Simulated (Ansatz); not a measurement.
# CdS (Hawleyite) (F-43m) in Ansatz: settings compared

One crystal, CdS (Hawleyite), is run at these levels: r2SCAN+rVV10, revPBE-LDA, RPBE-LYP; tasks: projected density of states, elastic constants.

Everything below comes from runs of Ansatz 0.2.0. Logs are shortened: lines on timing, memory, paths and dates and some standing lists are left out, and cuts for length are marked.

## Step 1: Starting point

It takes space group F-43m (No. 216, cubic). The conventional cell has a = 5.833 Å, b = 5.833 Å, c = 5.833 Å, α = 90.00°, β = 90.00°, γ = 90.00°. Around Cd (site symmetry -43m) lie 4 S at 2.53 Å. S (site symmetry -43m) has 4 Cd at 2.53 Å as nearest neighbours.

## Step 2: Projected density of states, r2SCAN+rVV10

Input file input.yaml:

```yaml
crystal:
  lattice:
    - [0.0, 2.9165, 2.9165]
    - [2.9165, 0.0, 2.9165]
    - [2.9165, 2.9165, 0.0]
  atoms:
    - { symbol: Cd, position_ang: [0.0, 0.0, 0.0] }
    - { symbol: S, position_ang: [4.37475, 4.37475, 4.37475] }
kpoints:
  mp_grid: { grid: [8, 8, 8] }
  band_path:
    path:
      - [0.0, 0.0, 0.0]
      - [0.5, 0.0, 0.5]
      - [0.5, 0.25, 0.75]
      - [0.375, 0.375, 0.75]
      - [0.0, 0.0, 0.0]
      - [0.5, 0.5, 0.5]
      - [0.625, 0.25, 0.625]
      - [0.5, 0.25, 0.75]
    npoints: 10
scf:
  occupations: { method: fixed }
hamiltonian:
  xc: r2scan
  dispersion: rvv10
  pseudopotentials: { kind: all_electron, datasets: crystal }
output:
  forces: true
  stress: true
  eigenvalues: true
  fatbands: true
  dos: { projected: true, de: 0.2, e_range: [-20, 10] }
```

Potentials or basis: all-electron PAW datasets made for the crystal.

Command:

```bash
> ansatz run input.yaml --threads 1 --pin off --max-ram 2560MiB --backend cpu --events-out ev --progress --plain --runs-dir out
```

The log of the run:

```text
Warning: RAYON_NUM_THREADS=1 ignored (pool sized by the plan → 1); use --threads N
hamiltonian.pseudopotentials.datasets: crystal makes datasets for this crystal and solves the spheres of its atoms anew in each pass: cutoff 260.0 eV, the density's 1820.0 eV;, for an error of 0.50 meV an atom under PBE, 1.0 meV for the cell; an energy difference from a run of another recipe may be off by several times the error for the cell, under r2SCAN by more, where some 0.1 meV an atom stays at smaller errors; S in spheres of 1.148 Å, 6 of its electrons in bands; Cd in spheres of 1.376 Å, 20 of its electrons in bands
Engine: ansatz 0.2.0, x86_64-unknown-linux-gnu
Pseudopotentials: kind: all_electron
Pseudopotential: Cd, paw, valence charge 20, recommended cutoff 260 eV (normal), crystal/all_electron/r2scan/scalar/gaussian/Cd, Koelling and Harmon's equation, gaussian nucleus
Pseudopotential: S, paw, valence charge 6, recommended cutoff 260 eV (normal), crystal/all_electron/r2scan/scalar/gaussian/S, Koelling and Harmon's equation, gaussian nucleus
Functional definition: r2SCAN+rVV10
  parameter k0 = 0.174
  parameter k1 = 0.065
  parameter a1 = 4.9479
  exchange = r2scan_x(k0 = k0, k1 = k1, a1 = a1)
  correlation = r2scan_c + rvv10(11.95, 0.0093)
davidson cushion auto → on  (no smearing: the cushion is to keep the highest requested band from converging to the state above it; pin scf.eigensolver.cushion to override)
Crystal: 2 atoms, lattice volume = 49.615 Å³
Basis set: ecut = 260 eV, 459 PW (Γ), exchange–correlation on 108×108×108 points (27 copies of the dense FFT grid, shifted against one another)
Bands: 17, of which v1, the nominal top of the filled ones, is band 13 counted from 1 (12 counted from 0)
Symmetry: 24 space group operations
Space group: F-43m (ITA 216), of the structure as read, at distance tolerance 3.7e-5 Å
k-points: 29 of 512 (time reversal used)
Non-local potential: Cd, projectors of the file, l = 0: 2, l = 1: 2, l = 2: 2
Non-local potential: S, projectors of the file, l = 0: 1, l = 1: 1, l = 2: 2
PAW form: soft (Blöchl's): semilocal exchange-correlation on the pseudo side does not see the compensation charge
rVV10 density: all electrons in the spheres
PAW one-centre angular grid: Cd, 590 points (default); XC on its mesh's 1869 points in the sphere
PAW one-centre angular grid: S, 302 points (default); XC on its mesh's 1929 points in the sphere
Initial density: superposition of atomic densities (neutral atoms: chi_scale 0, normalization atom)
Initial wavefunctions: pseudopotential atomic-orbital guess
Functional: x = r2scan, c = r2scan + rvv10(b = 11.95, C = 0.0093); τ floored in thin density (d = 2e-4 eV/Å³)
iter 1 solved again at ethr=5.30e-3 eV; its pass at ethr=1.00e-1 eV (dr2=1.38e0 eV) is discarded
SCF iter   1: F=—  HF=-163123.071938 eV  |F-HF|=—  |Δ(HF+E_count)|=         —  Δρ=3.86e-2  dr2=1.44e0  dr2_τ=2.38e-2  ethr=5.30e-3  ⟨swp⟩=2.1  Hψ=2782  notcnv=0
preconditioner: auto → none  [insulator: Δε(μ)=1.934 eV  Ē_g=12.628 eV  n_scr=14 (ndim 8)  ℏωp=22.4 eV  f_vac=0.069  ε∞_Penn≈4.1]
iter 2 solved again at ethr=3.82e-4 eV; its pass at ethr=5.30e-3 eV (dr2=9.93e-2 eV) is discarded
SCF iter   2: F=—  HF=-163122.741756 eV  |F-HF|=—  |Δ(HF+E_count)|=   3.30e-1  Δρ=1.80e-2  dr2=1.03e-1  dr2_τ=1.92e-2  ethr=3.82e-4  ⟨swp⟩=2.0  Hψ=2410  notcnv=0
SCF iter   3: F=—  HF=-163122.837551 eV  |F-HF|=—  |Δ(HF+E_count)|=   9.58e-2  Δρ=1.22e-2  dr2=1.50e-1  dr2_τ=1.37e-2  ethr=3.82e-4  ⟨swp⟩=3.4  Hψ=1493  notcnv=0
SCF iter   4: F=—  HF=-163122.766935 eV  |F-HF|=—  |Δ(HF+E_count)|=   7.06e-2  Δρ=2.39e-3  dr2=4.11e-3  dr2_τ=1.24e-3  ethr=3.82e-4  ⟨swp⟩=3.0  Hψ=1640  notcnv=0
SCF iter   5: F=—  HF=-163122.769800 eV  |F-HF|=—  |Δ(HF+E_count)|=   2.87e-3  Δρ=3.88e-4  dr2=3.42e-5  dr2_τ=9.18e-6  ethr=1.58e-5  ⟨swp⟩=3.0  Hψ=1520  notcnv=0
SCF iter   6: F=—  HF=-163122.769784 eV  |F-HF|=—  |Δ(HF+E_count)|=   1.65e-5  Δρ=1.87e-4  dr2=6.49e-6  dr2_τ=1.35e-7  ethr=1.32e-7  ⟨swp⟩=3.1  Hψ=1687  notcnv=0  defer=1
SCF iter   7: F=—  HF=-163122.769784 eV  |F-HF|=—  |Δ(HF+E_count)|=   7.03e-8  Δρ=2.30e-5  dr2=2.26e-7  dr2_τ=4.00e-8  ethr=2.50e-8  ⟨swp⟩=3.1  Hψ=1485  notcnv=0
SCF iter   8: F=-163122.769784 eV  HF=-163122.769784 eV  |F-HF|=4.86e-9  |Δ(HF+E_count)|=   5.63e-8  Δρ=2.63e-6  dr2=4.52e-9  dr2_τ=1.47e-10  ethr=8.70e-10  ⟨swp⟩=3.2  Hψ=1574  notcnv=0  defer=2
SCF 1 converged in 8 iterations: F = -163122.769782 eV  dr2 = 4.52e-9
  Residual-converged pass: ⟨swp⟩=3.3  Hψ=1115  notcnv=0  max |occ|·‖R‖ = 5.2e-6 eV (tolerance 5.3e-6 eV)  dr2=3.68e-9  dr2_τ=1.12e-10  dr2_onsite=3.95e-8  max |Δocc| = 0.0e0
NSCF: frozen V_eff on 71 k-points
SCF converged after 8 iterations
Free energy (F): -163122.769782 eV
Harris-Foulkes:  -163122.769782 eV  (|F-HF|=4.86e-9)
Internal energy: -163122.769782 eV  (E = F + TS)
E sigma→0 (E₀):  -163122.769782 eV
Past the cutoff: the bands carry plane waves up to 2.50 times it, of which those up to 1.5 times it add -0.000739 eV an atom, each by itself; the spheres take 0.001041 eV an atom off the energy for waves past 2.50 times it
Past the cutoffs: a stress includes 0.0019 GPa for waves and charges beyond them, in addition to the slope of what the spheres take
In the spheres:  the bands' charges fall short by 1.4e-6 e at most (sound up to 1e-3)
Fermi energy:    7.460626 eV
--- Per-component energies (eV) ---
  E_band       = -512.703159
  E_kinetic    = 247.432180
  E_local      = -3445.390389  (includes V_loc(G=0)·N_el)
  E_nonlocal   = -139.607685
  E_hartree    = 1674.666227
  E_xc         = -110.622199
  E_vxc        = -161.429141  (∫ρ·V_xc dr)
  E_paw        = -164949.099582  (= ΣΔE_a)
  E_vpaw       = -6677.402174  (= ΣTr[D̂ρ^β])
  E_vtau       = 9.528020  (kinetic-family band-sum trace: ∫τ·v_τ [+ j·A + Jᵃ·Aᵃ] dr)
  E_ewald      = -2704.981299
  E_smearing   = -0.000000  (= −TS)
  E_closure    = 6304.832966  (closes the sum)
  Σ components = -163122.769782   (vs F -163122.769782, Δ=0.00e0)
  The terms above E_closure are by the made datasets' own strengths, without shells solved beside the bands.
--- Forces (eV/Å), atoms counted from 1 ---
  atom   1  Cd     0.00000000    -0.00000000     0.00000000
  atom   2  S      0.00000000    -0.00000000    -0.00000000
  max |Σ_I F_I| component: 6.77e-17 eV/Å
--- Stress (GPa, compression-positive) ---
        0.549984      -0.000000      -0.000000
       -0.000000       0.549984       0.000000
       -0.000000       0.000000       0.549984
  P = ⅓ Tr σ = 0.5500 GPa (5.500 kbar)
--- Band table (eV; the first three rows and the last of 29) ---
  k-point 0: bands = ["-96.6204", "-56.7775", "-56.7775", "-56.7775", "-5.4101", "-0.5216", "-0.5216", "-0.5216", "-0.0157", "-0.0157", "7.4606", "7.4606", "7.4606", "9.0026", "14.5027"]
  k-point 1: bands = ["-96.6204", "-56.7776", "-56.7775", "-56.7775", "-5.3467", "-0.4981", "-0.4981", "-0.4639", "-0.0166", "-0.0166", "6.4740", "7.3369", "7.3369", "9.8083", "14.1949"]
  k-point 2: bands = ["-96.6204", "-56.7778", "-56.7775", "-56.7775", "-5.1928", "-0.4469", "-0.4469", "-0.2601", "-0.0110", "-0.0110", "4.9617", "7.0571", "7.0571", "10.6555", "14.1332"]
  k-point 28: bands = ["-96.6204", "-56.7780", "-56.7779", "-56.7777", "-4.8427", "-0.2759", "-0.2538", "-0.0565", "-0.0081", "0.6274", "3.5521", "5.1419", "5.2001", "13.1147", "13.4221"]
```

Run time: 43 s. Hardware: 1 thread of Intel Xeon Platinum 8259CL at 2.50GHz (Skylake/Cascade Lake), shared host; peak memory 0.82 GiB.

What came out:

| Quantity | Value |
| --- | --- |
| Free energy | -163122.7698 eV |
| Pressure | 0.5 GPa |
| Band gap on the k mesh | 1.54 eV, direct |
| Band gap along the path | 1.54 eV, direct |

Levels at the corners of the path, in eV from the valence-band top:
```tsv
point	band 11	band 12	band 13	band 14	band 15	band 16
Γ	0.00	0.00	0.00	1.54	7.04	7.04
X	-3.98	-1.93	-1.93	3.77	4.74	9.69
W	-3.91	-2.32	-2.26	5.65	5.96	7.75
K	-3.95	-2.61	-1.56	4.55	5.86	8.86
Γ	0.00	0.00	0.00	1.54	7.04	7.04
L	-4.47	-0.77	-0.77	3.45	7.44	7.44
U	-3.95	-2.61	-1.56	4.55	5.86	8.86
W	-3.91	-2.32	-2.26	5.65	5.96	7.75
```

States per cell in windows of 1 eV (zero at the valence-band top; states under -8 eV left out):
```
from (eV)  total  Cd1 d  S2 p  Cd1 s  Cd1 p  S2 d  S2 s
     -8.0   9.37   8.62  0.19   0.02   0.01  0.02  0.05
     -7.0   0.48   0.42  0.00   0.00   0.00  0.00  0.03
     -6.0   0.00   0.00  0.00   0.00   0.00  0.00  0.00
     -5.0   0.44   0.01  0.16   0.09   0.01  0.00  0.00
     -4.0   1.18   0.07  0.41   0.23   0.03  0.00  0.02
     -3.0   1.04   0.07  0.44   0.05   0.08  0.00  0.01
     -2.0   2.21   0.16  1.10   0.03   0.18  0.00  0.01
     -1.0   1.13   0.11  0.63   0.00   0.07  0.00  0.00
      0.0   0.00   0.00  0.00   0.00   0.00  0.00  0.00
      1.0   0.00   0.00  0.00   0.00   0.00  0.00  0.00
      2.0   0.07   0.00  0.01   0.01   0.00  0.00  0.01
      3.0   0.41   0.00  0.06   0.09   0.02  0.01  0.04
      4.0   1.31   0.03  0.16   0.23   0.09  0.06  0.08
      5.0   1.14   0.04  0.19   0.21   0.07  0.08  0.01
      6.0   1.03   0.04  0.14   0.07   0.12  0.08  0.00
      7.0   2.02   0.05  0.18   0.03   0.36  0.22  0.02
```

Caveat: the program warned that the printed levels may be off, so bands, gaps and densities of states are rough. r2SCAN opens gaps a little over a GGA but as a rule still falls short of measured ones.

[end of part 1 of 2]
